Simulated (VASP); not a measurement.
# Na8F7 (a cell with a defect): single point with PBE

Crystal: Na8F7 (a cell with a defect).

```
F Na
1.0
     0.00000    4.68635    4.68635
     4.68635    0.00000    4.68635
     4.68635    4.68635    0.00000
F Na
7 8
Direct
  0.25503 0.25330 0.23544
  0.25503 0.25329 0.75465
  0.25792 0.74201 0.24924
  0.82646 0.17347 0.74924
  0.74329 0.25663 0.24925
  0.74663 0.74490 0.26304
  0.74664 0.74489 0.74384
  0.00248 0.99743 0.02688
  0.00250 0.99743 0.47162
  0.99175 0.51220 0.99724
  0.00020 0.48110 0.50856
  0.51883 0.99973 0.98993
  0.48772 0.00817 0.50126
  0.50489 0.49504 0.00630
  0.50490 0.49501 0.49222
```

```json
{"Program": "VASP 6.6.1", "Task": "single point", "Functional": "PBE", "Potentials or basis": "VASP PAW PBE potentials, release 64 (F, Na_pv)", "Cutoff": "520 eV", "k mesh": "3 × 3 × 3", "Occupations": "gaussian, width 0.1 eV", "Spin": "no spin polarisation", "Dipole correction": "no", "Further INCAR settings": "LREAL = Auto; ALGO = Fast; EDIFF = 1e-06; NBANDS = 66"}
```

The pressure is 2.5 GPa. The largest force is 0.741 eV/Å and the band gap on the k mesh is none (metal or under the smearing width).

Forces on the atoms (eV/Å):
```
F   -0.007  0.060 -0.029
F   -0.060  0.009 -0.030
F   -0.017  0.017  0.000
F    0.524 -0.524  0.000
F   -0.065  0.066  0.000
F   -0.060  0.009  0.030
F   -0.007  0.060  0.028
Na  -0.145 -0.093  0.000
Na   0.092  0.144  0.000
Na  -0.071  0.070 -0.093
Na   0.003 -0.004  0.083
Na   0.003 -0.004 -0.083
Na  -0.071  0.071  0.093
Na  -0.091  0.029  0.000
Na  -0.029  0.090  0.000
```

Stress tensor (GPa, compression positive):
```
2.88 0.43 0.00
0.43 2.87 0.00
0.00 0.00 1.78
```

Levels at points of the mesh, in eV from the Fermi level:
| k point | band 51 | band 52 | band 53 | band 54 | band 55 | band 56 |
| --- | --- | --- | --- | --- | --- | --- |
| (0.00, 0.00, 0.00) | -5.55 | -5.55 | -0.90 | 2.71 | 4.24 | 4.80 |

Run time: 5.7 min on 1 thread of Intel(R) Xeon(R) Platinum 8259CL CPU @ 2.50GHz (Skylake/Cascade Lake), with other jobs on the host, peak memory 0.38 GiB.

Caveat: the k mesh is coarse (spacing up to 0.39 Å⁻¹), so the values aren't converged; an odd number of electrons without spin polarisation forces a metal; a magnetic or distorted state may lie lower.
